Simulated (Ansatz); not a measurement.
**CdS: band gap under strain**

Aim: follow the gap of CdS in the zincblende structure through these states: -2.0 % biaxial strain in x and y, free along z; -1.0 % biaxial strain in x and y, free along z; +1.0 % biaxial strain in x and y, free along z. The table at the end shows which levels were run.

The runs shown are made with Ansatz 0.2.0. PAW datasets, plane waves. Spin-unpolarised throughout; all numbers are computed.

## (1) The structure to begin with

The unstrained cell was relaxed with r2SCAN; in each strained cell the atoms were relaxed again with r2SCAN. Names of k-points are those of the unstrained zone, where strain can split equivalent points. First state: -2.0 % biaxial strain in x and y, free along z.

The symmetry is I-4m2 (No. 119, tetragonal); conventional cell a = 4.074 Å, c = 6.047 Å, 25.09 Å³ an atom. Around Cd lie 4 S at 2.54 Å; around S lie 4 Cd at 2.54 Å.

The structure in full:

```cif
data_structure
_symmetry_space_group_name_H-M 'I-4m2'
_symmetry_Int_Tables_number 119
_cell_length_a 4.0735
_cell_length_b 4.0735
_cell_length_c 6.0469
_cell_angle_alpha 90.000
_cell_angle_beta 90.000
_cell_angle_gamma 90.000
_cell_volume 100.34
loop_
_atom_site_label
_atom_site_type_symbol
_atom_site_symmetry_multiplicity
_atom_site_Wyckoff_symbol
_atom_site_fract_x
_atom_site_fract_y
_atom_site_fract_z
_atom_site_occupancy
Cd1 Cd 2 a 0.00000 0.00000 0.00000 1
S1 S 2 d 0.50000 0.00000 0.25000 1
```

From earlier runs on the unstrained cell: PBE 1.10 eV, r2SCAN 1.54 eV, HSE06 2.11 eV, r2SCAN+SOC 1.53 eV, G0W0 1.76 eV (on its mesh); a = 5.878 Å.

## (2) -2.0 % biaxial strain in x and y, free along z: PBE

File input.yaml:

```yaml
crystal:
  lattice:
    - [0.0, 2.8804305462, 3.0234619263]
    - [2.8804305462, 0.0, 3.0234619263]
    - [2.8804305462, 2.8804305462, 0.0]
  atoms:
    - { symbol: Cd, position: [0.0, 0.0, 0.0] }
    - { symbol: S, position: [0.25, 0.25, 0.25] }
kpoints:
  mp_grid: { grid: [8, 8, 8] }
  band_path:
    path:
      - [0.0, 0.0, 0.0]
      - [-0.5, -0.5, 0.0]
      - [-0.375, -0.375, 0.25]
      - [-0.375, 0.0, 0.375]
      - [0.0, 0.0, 0.5]
      - [-0.5, -0.25, 0.25]
    npoints: 1
hamiltonian:
  xc: pbe
scf:
  occupations: { method: fermi_dirac, width: 0.02 }
  n_extra_bands: 4
output:
  forces: true
  stress: true
  eigenvalues: true
```

Run with:

```console
ansatz run input.yaml --threads 2 --pin off --max-ram 29491MiB --backend cpu --events-out ev --progress --plain --runs-dir out
```

The runs that follow: -2.0 % biaxial strain in x and y, free along z: r2SCAN; -2.0 % biaxial strain in x and y, free along z: HSE06; -2.0 % biaxial strain in x and y, free along z: r2SCAN+SOC; -2.0 % biaxial strain in x and y, free along z: r2SCAN; -2.0 % biaxial strain in x and y, free along z: G0W0@PBE; -1.0 % biaxial strain in x and y, free along z: PBE; -1.0 % biaxial strain in x and y, free along z: r2SCAN; -1.0 % biaxial strain in x and y, free along z: HSE06; -1.0 % biaxial strain in x and y, free along z: r2SCAN+SOC; -1.0 % biaxial strain in x and y, free along z: r2SCAN; -1.0 % biaxial strain in x and y, free along z: G0W0@PBE; +1.0 % biaxial strain in x and y, free along z: PBE; +1.0 % biaxial strain in x and y, free along z: r2SCAN; +1.0 % biaxial strain in x and y, free along z: HSE06; +1.0 % biaxial strain in x and y, free along z: r2SCAN+SOC; +1.0 % biaxial strain in x and y, free along z: r2SCAN; +1.0 % biaxial strain in x and y, free along z: G0W0@PBE.

Q: Predict the outcome of this session.

**Answer**, as computed:

Least gap in eV (negative: overlap), with the change from the unstrained cell in brackets. G0W0 is on its own coarse mesh.

```
                                         state  volume change (%)           PBE        r2SCAN         HSE06          G0W0
-2.0 % biaxial strain in x and y, free along z               -1.2  1.06 (-0.04)  1.51 (-0.03)  2.08 (-0.03)  1.73 (-0.03)
-1.0 % biaxial strain in x and y, free along z               -0.6  1.08 (-0.02)  1.53 (-0.01)  2.09 (-0.02)  1.75 (-0.01)
+1.0 % biaxial strain in x and y, free along z               +0.4  1.04 (-0.06)  1.48 (-0.06)  2.05 (-0.06)  1.69 (-0.07)
```

The largest move of the HSE06 gap in the table is -0.061 eV, under +1.0 % biaxial strain in x and y, free along z. PBE and HSE06 differ by 1.01 eV on the unstrained gap, and by at most 0.00 eV on its change: PBE follows the response to strain far better than the gap itself. G0W0 values are finite-basis, finite-mesh values.
